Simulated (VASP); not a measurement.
# Cs2AgBiBr6 (Fm-3m) in VASP: relaxation of cell and atoms with PBE

Aim: the relaxation of cell and atoms of Cs2AgBiBr6 with PBE.

Program: VASP 6.6.1. These are calculated values, not measurements. Logs are shortened: lines on timing, memory, paths and dates and some standing lists are left out, and cuts for length are marked.

**1. Starting point**

The structure is cubic, space group Fm-3m (No. 225). Conventional cell: a = 11.232 Å, b = 11.232 Å, c = 11.232 Å, α = 90.00°, β = 90.00°, γ = 90.00°. Around Bi (site symmetry m-3m) lie 6 Br at 2.81 Å. Around Cs (site symmetry -43m) lie 12 Br at 3.97 Å. Ag (site symmetry m-3m) has 6 Br at 2.80 Å as nearest neighbours. Around Br (site symmetry 4mm) lie 1 Ag at 2.80 Å and 1 Bi at 2.81 Å.

**2. Relaxation of cell and atoms, PBE, target pressure 20 GPa, at which the enthalpy is minimised**

Input file INCAR:

```
  ALGO = Normal
  EDIFF = 1E-7
  EDIFFG = -0.01
  ENCUT = 600
  GGA = PE
  IBRION = 2
  ISIF = 3
  ISMEAR = -1
  LASPH = T
  LCHARG = F
  LREAL = F
  LWAVE = F
  NELM = 100
  NSW = 60
  PREC = Accurate
  PSTRESS = 200
  SIGMA = 0.05
```

Input file KPOINTS:

```
k-points
0
Gamma
  3 3 3
```

Input file POSCAR:

```
Cs2AgBiBr6
1.0
    0.0000000000      5.6161000000      5.6161000000
    5.6161000000      0.0000000000      5.6161000000
    5.6161000000      5.6161000000      0.0000000000
Bi Cs Ag Br
1 2 1 6
Direct
    0.0000000000      0.0000000000      0.0000000000
    0.7500000000      0.7500000000      0.7500000000
    0.2500000000      0.2500000000      0.2500000000
    0.5000000000      0.5000000000      0.5000000000
    0.7494500000      0.7494500000      0.2505500000
    0.2505500000      0.2505500000      0.7494500000
    0.7494500000      0.2505500000      0.2505500000
    0.7494500000      0.2505500000      0.7494500000
    0.2505500000      0.7494500000      0.7494500000
    0.2505500000      0.7494500000      0.2505500000
```

Potentials or basis: VASP PAW PBE potentials, release 64 (Bi_d, Cs_sv, Ag, Br).

Command:

```
$ cat potpaw_PBE.64/Bi_d/POTCAR potpaw_PBE.64/Cs_sv/POTCAR potpaw_PBE.64/Ag/POTCAR potpaw_PBE.64/Br/POTCAR > POTCAR
$ mpirun -np 1 vasp_std > vasp.out
```

OUTCAR:

```text
EDIFF = 1E-7
   EDIFFG = -0.01
   ENCUT = 600
   GGA = PE
   IBRION = 2
   ISIF = 3
   ISMEAR = -1
   LASPH = T
   LREAL = F
   NELM = 100
   NSW = 60
   PREC = Accurate
   PSTRESS = 200

 ion  position               nearest neighbor table
   1  0.000  0.000  0.000-   5 2.81   6 2.81   7 2.81   8 2.81   9 2.81  10 2.81
   2  0.750  0.750  0.750-
   3  0.250  0.250  0.250-
   4  0.500  0.500  0.500-   5 2.80   6 2.80   7 2.80   8 2.80   9 2.80  10 2.80
   5  0.749  0.749  0.251-   4 2.80   1 2.81
   6  0.251  0.251  0.749-   4 2.80   1 2.81
   7  0.749  0.251  0.251-   4 2.80   1 2.81
   8  0.749  0.251  0.749-   4 2.80   1 2.81
   9  0.251  0.749  0.749-   4 2.80   1 2.81
  10  0.251  0.749  0.251-   4 2.80   1 2.81

  LATTYP: Found a face centered cubic cell.
 ALAT       =    11.2322000000

  Lattice vectors:

 A1 = (   0.0000000000,   5.6161000000,   5.6161000000)
 A2 = (   5.6161000000,   0.0000000000,   5.6161000000)
 A3 = (   5.6161000000,   5.6161000000,   0.0000000000)

Analysis of symmetry for initial positions (statically):
=====================================================================
 Subroutine PRICEL returns:
 Original cell was already a primitive cell.

 Routine SETGRP: Setting up the symmetry group for a
 face centered cubic supercell.

 Subroutine GETGRP returns: Found 48 space group operations
 (whereof 48 operations were pure point group operations)
 out of a pool of 48 trial point group operations.

The static configuration has the point symmetry O_h .

Analysis of symmetry for dynamics (positions and initial velocities):
=====================================================================
 Subroutine PRICEL returns:
 Original cell was already a primitive cell.

 Routine SETGRP: Setting up the symmetry group for a
 face centered cubic supercell.

 Subroutine GETGRP returns: Found 48 space group operations
 (whereof 48 operations were pure point group operations)
 out of a pool of 48 trial point group operations.

The dynamic configuration has the point symmetry O_h .

 Subroutine INISYM returns: Found 48 space group operations
 (whereof 48 operations are pure point group operations),
 and found     1 'primitive' translations

----------------------------------------------------------------------------------------

                                     Primitive cell

  volume of cell :     354.2701

  direct lattice vectors                    reciprocal lattice vectors
     0.000000000  5.616100000  5.616100000    -0.089029754  0.089029754  0.089029754
     5.616100000  0.000000000  5.616100000     0.089029754 -0.089029754  0.089029754
     5.616100000  5.616100000  0.000000000     0.089029754  0.089029754 -0.089029754

  length of vectors
     7.942364788  7.942364788  7.942364788     0.154204057  0.154204057  0.154204057

  position of ions in fractional coordinates (direct lattice)
     0.000000000  0.000000000  0.000000000
     0.750000000  0.750000000  0.750000000
     0.250000000  0.250000000  0.250000000
     0.500000000  0.500000000  0.500000000
     0.749450000  0.749450000  0.250550000
     0.250550000  0.250550000  0.749450000
     0.749450000  0.250550000  0.250550000
     0.749450000  0.250550000  0.749450000
     0.250550000  0.749450000  0.749450000
     0.250550000  0.749450000  0.250550000

  ion indices of the primitive-cell ions
   primitive index   ion index
                 1           1
                 2           2
                 3           3
                 4           4
                 5           5
                 6           6
                 7           7
                 8           8
                 9           9
                10          10

----------------------------------------------------------------------------------------

 KPOINTS: k-points

Automatic generation of k-mesh.
 Grid dimensions read from file:
 generate k-points for:    3    3    3

 Generating k-lattice:

  Cartesian coordinates                     Fractional coordinates (reciprocal lattice)
    -0.029676585  0.029676585  0.029676585     0.333333333  0.000000000  0.000000000
     0.029676585 -0.029676585  0.029676585     0.000000000  0.333333333  0.000000000
     0.029676585  0.029676585 -0.029676585     0.000000000  0.000000000  0.333333333

  Length of vectors
     0.051401352  0.051401352  0.051401352

  Shift w.r.t. Gamma in fractional coordinates (k-lattice)
     0.000000000  0.000000000  0.000000000

 Subroutine IBZKPT returns following result:
 ===========================================

 Found      4 irreducible k-points:

 Following reciprocal coordinates:
            Coordinates               Weight
  0.000000  0.000000  0.000000      1.000000
  0.333333  0.000000  0.000000      8.000000
  0.333333  0.333333  0.000000      6.000000
 -0.333333  0.333333  0.000000     12.000000
   k-points           NKPTS =      4   k-points in BZ     NKDIM =      4   number of bands    NBANDS=     51
   number of dos      NEDOS =    301   number of ions     NIONS =     10
   total plane-waves  NPLWV = 262144
   dimension x,y,z NGX =    64 NGY =   64 NGZ =   64
   dimension x,y,z NGXF=   128 NGYF=  128 NGZF=  128
   ions per type =               1   2   1   6
   NGX,Y,Z   is equivalent  to a cutoff of  13.40, 13.40, 13.40 a.u.
   NGXF,Y,Z  is equivalent  to a cutoff of  26.79, 26.79, 26.79 a.u.
 SYSTEM =  unknown system
   PREC   = accura    normal or accurate (medium, high low for compatibility)
   ISTART =      0    job   : 0-new  1-cont  2-samecut
   ICHARG =      2    charge: 1-file 2-atom 10-const
   ISPIN  =      1    spin polarized calculation?
   LNONCOLLINEAR =      F non collinear calculations
   LSORBIT =      F    spin-orbit coupling
   LASPH  =      T    aspherical Exc in radial PAW
   ENCUT  =  600.0 eV  44.10 Ry    6.64 a.u.  15.86 15.86 15.86*2*pi/ulx,y,z
   NELM   =    100;   NELMIN=  2; NELMDL= -5     # of ELM steps
   EDIFF  = 0.1E-06   stopping-criterion for ELM
   LREAL  =      F    real-space projection
   EDIFFG = -.1E-01   stopping-criterion for IOM
   NSW    =     60    number of steps for IOM
   IBRION =      2    ionic relax: 0-MD 1-quasi-New 2-CG
   NFREE  =      1    steps in history (QN), initial steepest desc. (CG)
   ISIF   =      3    stress and relaxation
   ISYM   =      2    0-nonsym 1-usesym 2-fastsym
   POTIM  = 0.5000    time-step for ionic-motion
   TEBEG  =    0.0;   TEEND  =   0.0 temperature during run
   PSTRESS=  200.0 pullay stress
   NELECT =      86.0000    total number of electrons
   NUPDOWN=      -1.0000    fix difference up-down
   EMIN   =  10.00;   EMAX   =-10.00  energy-range for DOS
   EFERMI =   0.00;   METHOD = LEGACY
   ISMEAR =    -1;   SIGMA  =   0.05  broadening in eV -4-tet -1-fermi 0-gaus
   EFERMI_NEDOS =   21; number of points for ismear=-14 and -15
   IALGO  =     38    algorithm
   IMIX   =      4    mixing-type and parameters
     AMIX     =   0.40;   BMIX     =  1.00
     AMIX_MAG =   1.60;   BMIX_MAG =  1.00
  volume/ion in A,a.u.               =      35.43       239.07
  Fermi-wavevector in a.u.,A,eV,Ry     =   1.021244  1.929871 14.190049  1.042939
  Thomas-Fermi vector in A             =   2.154858
   LORBIT       =      0    0 simple, 1 ext, 2 COOP (PROOUT), +10 PAW based schemes
   GGA     = PE    functional components
   LHFCALC =     F    Hartree Fock is set to
   AEXX    =    0.0000 exact exchange contribution
   IVDW    =     0    specifies the selected vdW correction
   LEPSILON=     F    determine dielectric tensor
   LRPA    =     F    only Hartree local field effects (RPA)
 conjugate gradient relaxation of ions
 non-spin polarized calculation
  energy-cutoff  :      600.00
  volume of cell :      354.27
 maximum number of plane-waves:     11862
   NGX = 31   NGY = 31   NGZ = 31

--------------------------------------- Ionic step        1  -------------------------------------------

 number of electron      85.9999996 magnetization

 Free energy of the ion-electron system (eV)
  ---------------------------------------------------
  ext. energy  EPLUGINS =         0.00000000
  ---------------------------------------------------
  free energy    TOTEN  =       -29.47408392 eV

  energy without entropy =      -29.47408391  energy(sigma->0) =      -29.47408392

------------------------ aborting loop because EDIFF is reached ----------------------------------------

  FORCE on cell =-STRESS in cart. coord.  units (eV):
  Direction    XX          YY          ZZ          XY          YZ          ZX
  --------------------------------------------------------------------------------------
  -------------------------------------------------------------------------------------
  Total        4.1298292      4.1298292      4.1298292     -0.0000000      0.0000000     -0.0000000
  in kB       18.6770457     18.6770457     18.6770457     -0.0000000      0.0000000     -0.0000000
  external PRESSURE =    -181.3229543 kB  Pullay stress =     200.0000000 kB
[... 31 lines left out ...]
  enthalpy is  TOTEN    =        14.7494969722 eV   P V=       44.2235808945

--------------------------------------- Ionic step        2  -------------------------------------------

 number of electron      85.9999999 magnetization

 E-fermi :  10.5835     XC(G=0): -11.3674

 val. band max:       10.2611508286   @ k =  -0.3333   0.3333   0.0000
 cond. band min:      10.8160781466   @ k =   0.0000   0.0000   0.0000
 fundamental gap:      0.5549273181
 Fermi energy:        10.5834729812

 k-point     1 :       0.0000    0.0000    0.0000
  band No.  band energies     occupation
      1     -15.8556      2.00000
      2     -15.8556      2.00000
      3     -15.1748      2.00000
      4     -15.1748      2.00000
      5     -15.1748      2.00000
      6     -13.3129      2.00000
[... 248 lines left out ...]
  enthalpy is  TOTEN    =        21.2933041930 eV   P V=       23.2055341212

--------------------------------------- Ionic step        3  -------------------------------------------

 number of electron      86.0000002 magnetization

 E-fermi :   5.0662     XC(G=0):  -9.4195

 val. band max:        4.2174790933   @ k =  -0.3333   0.3333   0.0000
 cond. band min:       5.8947331545   @ k =   0.3333   0.0000   0.0000
 fundamental gap:      1.6772540612
 Fermi energy:         5.0662431566

 k-point     1 :       0.0000    0.0000    0.0000
  band No.  band energies     occupation
      1     -19.2362      2.00000
      2     -19.2362      2.00000
      3     -19.0605      2.00000
      4     -19.0605      2.00000
      5     -19.0605      2.00000
      6     -17.0567      2.00000
[... 242 lines left out ...]
  FREE ENERGIE OF THE ION-ELECTRON SYSTEM (eV)
  ---------------------------------------------------
  free  energy   TOTEN  =       -25.3052865595 eV

  energy  without entropy=      -25.3052864925  energy(sigma->0) =      -25.30528653

  enthalpy is  TOTEN    =         8.4896143352 eV   P V=       33.7949008947

[... ionic steps 4 to 8 ...]

--------------------------------------- Ionic step        9  -------------------------------------------

 number of electron      85.9999996 magnetization

------------------------ aborting loop because EDIFF is reached ----------------------------------------

  FORCE on cell =-STRESS in cart. coord.  units (eV):
  Direction    XX          YY          ZZ          XY          YZ          ZX
  --------------------------------------------------------------------------------------
  -------------------------------------------------------------------------------------
  Total       32.7862219     32.7862219     32.7862219     -0.0000000     -0.0000000      0.0000000
  in kB      199.9730348    199.9730348    199.9730348     -0.0000000     -0.0000000      0.0000000
  external PRESSURE =      -0.0269652 kB  Pullay stress =     200.0000000 kB
[... 77 lines left out ...]
  enthalpy is  TOTEN    =         8.1442651682 eV   P V=       32.7948177473

--------------------------------------- Ionic step       11  -------------------------------------------

 number of electron      85.9999996 magnetization

 Free energy of the ion-electron system (eV)
  ---------------------------------------------------
  ext. energy  EPLUGINS =         0.00000000
  ---------------------------------------------------
  free energy    TOTEN  =       -24.64857913 eV

  energy without entropy =      -24.64857897  energy(sigma->0) =      -24.64857905

 E-fermi :   5.3289     XC(G=0):  -9.5723

 val. band max:        4.5244002065   @ k =  -0.3333   0.3333   0.0000
 cond. band min:       6.1131326461   @ k =   0.3333   0.0000   0.0000
 fundamental gap:      1.5887324396
 Fermi energy:         5.3288926993

 k-point     1 :       0.0000    0.0000    0.0000
  band No.  band energies     occupation
      1     -18.9120      2.00000
      2     -18.9120      2.00000
      3     -18.7655      2.00000
      4     -18.7655      2.00000
      5     -18.7655      2.00000
      6     -16.7530      2.00000
[... 242 lines left out ...]
  FREE ENERGIE OF THE ION-ELECTRON SYSTEM (eV)
  ---------------------------------------------------
  free  energy   TOTEN  =       -24.6485791288 eV

  energy  without entropy=      -24.6485789744  energy(sigma->0) =      -24.64857905

  enthalpy is  TOTEN    =         8.1442431574 eV   P V=       32.7928222862

 reached required accuracy - stopping structural energy minimisation
```

Run time: 32 min. Hardware: 1 thread of Intel Xeon Platinum 8259CL at 2.50GHz (Skylake/Cascade Lake), shared host; peak memory 0.68 GiB.

What came out:

```
Free energy                                            : -24.6486 eV
Relaxed volume                                         : 26.27 Å³/atom
Relaxed cell                                           : a = 7.189 Å, b = 7.189 Å, c = 7.189 Å, α = 60.00°, β = 60.00°, γ = 60.00°
Space group after relaxing (to 0.05 Å)                 : Fm-3m (No. 225)
Energy change on relaxing (the enthalpy is what falls) : +482.6 meV/atom
Ionic steps                                            : 11
Pressure after relaxing                                : 20.0 GPa
Band gap on the k mesh                                 : 1.59 eV, indirect (least direct gap 2.62 eV)
```

The path:
```tsv
step	energy change (eV)	largest force (eV/Å)	pressure (GPa)	volume (Å³)
1	0.0000	0.2916	1.87	354.27
2	27.5619	3.2768	90.25	185.90
3	4.1688	1.4524	17.68	270.73
4	4.6980	1.5367	19.36	266.12
5	4.9472	1.5747	20.15	264.08
6	5.0901	0.1559	20.80	260.64
7	5.0396	0.0372	20.68	261.01
8	4.5788	0.0144	19.19	264.72
9	4.8277	0.0135	20.00	262.68
10	4.8235	0.0131	19.98	262.72
11	4.8255	0.0003	19.99	262.70
```

Final structure:
```xyz
10
Lattice="0.0000 5.0833 5.0833 5.0833 0.0000 5.0833 5.0833 5.0833 0.0000" Properties=species:S:1:pos:R:3 pbc="T T T"
Bi    0.0000    0.0000    0.0000
Cs    7.6249    7.6249    7.6249
Cs    2.5416    2.5416    2.5416
Ag    5.0833    5.0833    5.0833
Br    5.0833    5.0833    7.5527
Br    5.0833    5.0833    2.6138
Br    2.6138    5.0833    5.0833
Br    5.0833    7.5527    5.0833
Br    7.5527    5.0833    5.0833
Br    5.0833    2.6138    5.0833
```

Caveat: the cell is relaxed towards a set pressure, so the enthalpy falls and the energy may rise; the volume moved by over 15 % at a fixed basis, so the end points are rough; spin-orbit coupling is left out, which as a rule narrows the gap of such compounds by several tenths of an eV; an odd mesh through Γ misses points on the zone boundary, where band edges often lie.

**3. For comparison**

An earlier run on the cell as given: functional PBEsol; potentials or basis VASP PAW PBE potentials, release 64 (Bi_d, Cs_sv, Ag, Br); cutoff 520 eV; k mesh 4 × 4 × 4; occupations fermi-dirac, width 0.05 eV; no spin polarisation.

- Pressure: 0.0 GPa
- Largest force: 0.308 eV/Å
- Band gap on the k mesh: 1.17 eV, indirect (least direct gap 2.39 eV)
